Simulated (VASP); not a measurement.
Here is a VASP 6.6.1 calculation.

Contents of INCAR:

```
ALGO = Fast
EDIFF = 1E-4
EDIFFG = -0.08
ENCUT = 520
GGA = PE
IBRION = 2
ISIF = 3
ISMEAR = 0
LASPH = True
LCHARG = False
LREAL = False
LWAVE = False
NELM = 60
NSW = 24
PREC = Normal
SIGMA = 0.15
```

The input KPOINTS:

```
k-points
0
Gamma
  3 3 3
```

The input POSCAR:

```
GeSb2Te4
1.0
   -3.0104905700      3.0104905700      6.4240245500
    3.0104905700     -3.0104905700      6.4240245500
    3.0104905700      3.0104905700     -6.4240245500
Ge Sb Te
1 2 4
Direct
    0.5000000000      0.5000000000      0.0000000000
    0.7500000000      0.2500000000      0.5000000000
    0.2500000000      0.7500000000      0.5000000000
    0.3556214900      0.3556214900      0.4628232100
    0.8927982800      0.8927982800      0.5371767900
    0.1072017200      0.6443785100      0.0000000000
    0.6443785100      0.1072017200      0.0000000000
```

Potentials or basis: VASP PAW PBE potentials, release 64 (Ge_d, Sb, Te).

The run is started by

```console
$ cat potpaw_PBE.64/Ge_d/POTCAR potpaw_PBE.64/Sb/POTCAR potpaw_PBE.64/Te/POTCAR > POTCAR
$ mpirun -np 1 vasp_std > vasp.out
```

(1) Estimate the space group after relaxing (to 0.05 Å).

(2) Predict the relaxed volume.

(3) Predict the band gap on the k mesh.

Results:

(1) I-42m (No. 121).

(2) 41.95 Å³/atom.

(3) 0.14 eV, indirect (least direct gap 0.53 eV).

Caveat: the k mesh is coarse (spacing up to 0.49 Å⁻¹), so the values aren't converged; the volume moved by over 15 % at a fixed basis, so the end points are rough; spin-orbit coupling is left out, which moves the levels of the heavy elements; an odd mesh through Γ misses points on the zone boundary, where band edges often lie.
